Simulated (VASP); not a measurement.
# CdS (F-43m) under a change of volume

Strain engineering needs slopes: what does a change of volume do to the lattice and the band edges of CdS?

Calculated with VASP 6.6.1; LDA; plane waves and PAW (Cd, S); cell typed or built by script, in the first sound run; inputs show where later runs differ.

This is a report of a sequence of runs, with most program output left out.

## (1) The structure

Symmetry: F-43m, No. 216, cubic system. The conventional cell has a = 5.820 Å, b = 5.820 Å, c = 5.820 Å, α = 90.00°, β = 90.00°, γ = 90.00°. Cd has 4 S at 2.52 Å nearest. S has 4 Cd at 2.52 Å nearest. Farther neighbours and most contacts between anions are not listed.

## (2) Relax the crystal, LDA

The series starts from the cell that this level prefers, so that zero strain is near zero stress.

This step took 2 runs in a row; the last is shown.

Level: LDA; plane waves and PAW (Cd, S); cell typed or built by script.

Input file INCAR:

```
SYSTEM = CdS
PREC = Accurate
ENCUT = 450
EDIFF = 1E-07
NELM = 120
ISMEAR = 0
SIGMA = 0.02
LREAL = .FALSE.
ALGO = Normal
GGA = CA
NBANDS = 15
LASPH = .TRUE.
LORBIT = 11
LWAVE = .FALSE.
LCHARG = .FALSE.
KPAR = 16
IBRION = 2
NSW = 40
ISIF = 3
EDIFFG = -0.005
POTIM = 0.4
```

Input file POSCAR:

```
CdS
1.0
    0.0000000000      2.8843989596      2.8843989596
    2.8843989596      0.0000000000      2.8843989596
    2.8843989596      2.8843989596      0.0000000000
Cd S
1 1
Direct
    0.0000000000      0.0000000000      0.0000000000
    0.2500000000      0.2500000000      0.2500000000
```

Input file KPOINTS:

```
Automatic mesh
0
Gamma
9 9 9
0 0 0
```

PAW data sets: Cd and S (LDA family, release 64).

Launch:

```sh
$ mpirun -np 16 vasp_std
```

Elapsed: 9.2 s, on 16 MPI ranks of Intel Xeon Platinum 8259CL at 2.50GHz (Skylake/Cascade Lake), shared host; peak memory 2.6 GiB; 1.7 min of CPU time.

Read from the output:

```
energy(sigma→0) of the program : -7.4068 eV
stress, compression positive   : xx, yy, zz 0.01, 0.01, 0.01 GPa
volume                         : 47.966 Å³
ionic steps                    : 2
```

## (3) Relax at fixed volume, LDA

One member in full: the volume is scaled by 1.03, and the cell is held.

Level: LDA; plane waves and PAW (Cd, S); cell typed or built by script.

Changes to INCAR since step 2:

```diff
@@ -15,7 +15,8 @@
 LCHARG = .FALSE.
-KPAR = 16
+KPAR = 4
 IBRION = 2
 NSW = 40
-ISIF = 3
-EDIFFG = -0.005
+ISIF = 2
+EDIFFG = -0.004
 POTIM = 0.4
+MAXMIX = 40
```

Input file POSCAR:

```
CdS
1.0
    0.0000000000      2.9123627877      2.9123627877
    2.9123627877      0.0000000000      2.9123627877
    2.9123627877      2.9123627877      0.0000000000
Cd S
1 1
Direct
    0.0000000000      0.0000000000      0.0000000000
    0.2500000000      0.2500000000      0.2500000000
```

KPOINTS is that of step 2.

Launch:

```sh
$ mpirun -np 4 vasp_std
```

It took 8 s on 4 MPI ranks; peak memory 0.55 GiB; 25 s of CPU time.

Read from the output:

* energy(sigma→0) of the program: -7.3997 eV
* stress, compression positive: xx, yy, zz -1.88, -1.88, -1.88 GPa
* ionic steps: 1

## (4) Band edges, HSE06

Short lines in KPOINTS_OPT sample the zone centre, for masses, and the other valleys.

Level: HSE06; plane waves and PAW (Cd, S); cell typed or built by script.

Input file INCAR:

```
SYSTEM = CdS
PREC = Accurate
ENCUT = 450
EDIFF = 1E-06
NELM = 100
ISMEAR = 0
SIGMA = 0.02
LREAL = .FALSE.
ALGO = Normal
LHFCALC = .TRUE.
AEXX = 0.25
GGA = PE
HFSCREEN = 0.2
LASPH = .TRUE.
NBANDS = 14
PRECFOCK = Fast
LWAVE = .FALSE.
LCHARG = .FALSE.
KPAR = 4
```

POSCAR is that of step 3.

Input file KPOINTS:

```
Automatic mesh
0
Gamma
5 5 5
0 0 0
```

Input file KPOINTS_OPT:

```
Line mode
6
Line-mode
Reciprocal
  0.00000000   0.00000000   0.00000000
  0.02317585   0.02317585   0.00000000

  0.00000000   0.00000000   0.00000000
  0.00000000  -0.02317585  -0.02317585

  0.31000000   0.31000000   0.00000000
  0.50000000   0.50000000   0.00000000

  0.00000000   0.31000000   0.31000000
  0.00000000   0.50000000   0.50000000

  0.45000000   0.45000000   0.45000000
  0.50000000   0.50000000   0.50000000

  0.45000000   0.00000000   0.00000000
  0.50000000   0.00000000   0.00000000

  0.42500000   0.42500000   0.00000000
  0.42500000   0.44817585   0.02317585

  0.50000000   0.50000000   0.50000000
  0.48361220   0.51638780   0.50000000
```

Launch:

```sh
$ mpirun -np 4 vasp_std
```

Run time: 7.1 min. Hardware: 4 MPI ranks; peak memory 1.1 GiB; 23 min of CPU time.

This run gave:

| Quantity | Value |
| --- | --- |
| energy(sigma→0) of the program | -7.6456 eV |

## (5) The whole series

Hybrid runs start from orbitals of a short LDA run, not shown.

Runs beyond LDA use the data sets made with LDA; this shifts their levels slightly, and their total energies have another zero.

The other members went through these steps as far as the tables show, with the same cutoff and, step by step, the same mesh; 26 runs are not shown. The session took 4.4 core hours (wall time by ranks) on a shared machine.

```
volume over the relaxed volume  volume (Å³/atom)  pressure (GPa)  energy above the unstrained row (meV/atom)  gap on the mesh, LDA (eV)
                         0.940            22.544           4.890                                      22.381                      1.094
                         0.955            22.904           3.511                                      12.528                      1.062
                         0.970            23.263           2.243                                       5.691                      1.029
                         0.985            23.623           1.079                                       1.569                      0.997
                             1            23.983           0.007                                       0.000                      0.965
                         1.015            24.343          -0.976                                       0.713                      0.933
                         1.030            24.702          -1.880                                       3.554                      0.901
                         1.045            25.062          -2.712                                       8.328                      0.870
                         1.060            25.422          -3.477                                      14.923                      0.838
```

A cubic of the pressure in ln(V/V₀) through all rows has the slope −B at V₀: B = 68 GPa, and its curvature gives B′ = 4.6.

Band edges at HSE06, counted from the valence-band top at Γ, with one row partly withheld:

```
volume over the relaxed volume  gap (eV)  conduction band at Γ (eV)  Δ or X valley along z (eV)  lowest conduction level at L, [111] (eV)  second valence level below the top (eV)  third valence level below the top (eV)
                         0.940     2.421                      2.421                       4.292                                     4.272                                    0.000                                   0.000
                         0.955     2.385                      2.385                       4.324                                     4.252                                    0.000                                   0.000
                         0.970     2.349                      2.349                       4.354                                     4.231                                    0.000                                   0.000
                         0.985     2.312                      2.312                       4.382                                     4.209                                    0.000                                   0.000
                             1     2.276                      2.276                       4.410                                     4.186                                    0.000                                   0.000
                         1.015         ?                          ?                       4.435                                     4.163                                    0.000                                   0.000
                         1.030     2.203                      2.203                       4.459                                     4.138                                    0.000                                   0.000
                         1.045     2.166                      2.166                       4.482                                     4.113                                    0.000                                   0.000
                         1.060     2.129                      2.130                       4.504                                     4.087                                    0.000                                   0.000
```

Conduction masses, in electron masses (the axis is [001]):

```
volume over the relaxed volume  conduction mass at Γ, along the strain axis or the normal of the plane
                         0.940                                                                   0.176
                         0.955                                                                   0.174
                         0.970                                                                   0.174
                         0.985                                                                   0.173
                             1                                                                   0.172
                         1.015                                                                   0.169
                         1.030                                                                   0.168
                         1.045                                                                   0.167
                         1.060                                                                   0.166
```

## (6) A fit to the known rows

The quantity to fit is the conduction level at Γ above the mean of the three top valence levels at HSE06: 2.421, 2.385, 2.349, 2.312, 2.276, 2.203, 2.166, 2.130 eV in the rows shown.

A least-squares parabola through the 8 rows shown, with u the logarithm of the volume ratio: E = − 1.330 u² − 2.433 u + 2.276 (eV), r.m.s. residual 6.4e-5 eV.

At u = 0.01489 this predicts 2.2395 eV.

## (7) Checking the prediction

The calculation gives 2.2395 eV, so the prediction is right to the last digit shown.

## (8) Results

```json
{
  "bulk modulus": "68 GPa",
  "gap of the unstrained cell, HSE06": "2.28 eV",
  "dE/d ln V of the conduction level at Γ above the mean of the three top valence levels, HSE06": "-2.43 eV",
  "error of the predicted row": "0.0 meV"
}
```

What this shows: The slope of the energy gives 0.18 GPa at the relaxed volume where the pressure column has 0.01 GPa, a mark of the finite basis. At HSE06 the lowest conduction valley is Γ throughout, and the gap runs between 2.13 and 2.42 eV. Hole masses are left out throughout, since the top bands are degenerate or cross in many series; of conduction masses, those of the Γ, L and (for Si and Ge under (001) strain) Δ valleys are kept where they change by under an eighth between rows. HSE06 ran on a coarser mesh than the semilocal levels. Spin-orbit coupling is left out at HSE06, so the valence splittings there lack it. Δ or X levels are the lowest on their line, refined by a parabola unless they lie at X; the gap is read from all points sampled and can differ from the lowest valley by some meV, or by tens of meV where strain moves the valence top off Γ. Temperature, zero-point motion and excitons are left out.

[Lines on the potential files, build, host, timing and source positions are cut from VASP's logs without a mark.]

[Logs are printed without paths, hosts, clocks, repeated set-up lines and the standing remarks that a program may print on its own settings, such as how far it seeks lower states.]

[Hosts, paths, dates, database ids (printed as entryN), source tags and the programs' standing remarks are cut or masked in the printed files.]

[In band tables of VASP the shares of atoms and orbitals are scaled to a sum of 1 inside the atoms' spheres.]
